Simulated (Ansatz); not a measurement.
Runs of Ansatz 0.2.0 on Rh. The structure is hexagonal, space group P6_3/mmc (No. 194). Conventional cell: a = 2.731 Å, b = 2.731 Å, c = 4.428 Å, α = 90.00°, β = 90.00°, γ = 120.00°. Rh (site symmetry -6m2) is surrounded by 12 Rh at 2.72 to 2.73 Å. This isn't the form of Rh at room conditions, which is fcc.

```csv
task,potentials or basis,spin,cell,k mesh,cutoff (eV),pressure (GPa)
relaxation of cell and atoms,"all-electron LAPW, scalar-relativistic",off,relaxed,11 × 11 × 6,-,0.0
relaxation of cell and atoms,"all-electron LAPW, scalar-relativistic",off,relaxed to 5 GPa,11 × 11 × 6,-,5.0
relaxation of cell and atoms,"all-electron LAPW, scalar-relativistic",off,relaxed to 20 GPa,11 × 11 × 6,-,20.0
relaxation of cell and atoms,"all-electron LAPW, scalar-relativistic",off,relaxed to 10 GPa,11 × 11 × 6,-,10.0
single point,"all-electron LAPW, scalar-relativistic",off,strain_shear_xy = 0,11 × 11 × 6,270,-13.7
relaxation of cell and atoms,"all-electron LAPW, scalar-relativistic",off,relaxed to 30 GPa,11 × 11 × 6,-,30.0
band structure,"all-electron LAPW, relativistic spinors","SOC, no magnetisation",as given,8 × 8 × 4,270,(a)
band structure,"all-electron LAPW, scalar-relativistic",off,as given,8 × 8 × 4,270,-13.6
```

Alike in all rows: level PBEsol; smearing fermi-dirac 0.05 eV; basis error allowed 0.001 eV/atom.

Estimate the missing entries.

(a) -13.4.

Caveats: the k mesh is thin for a metal, which can move the energy by tens of meV per atom (some runs).
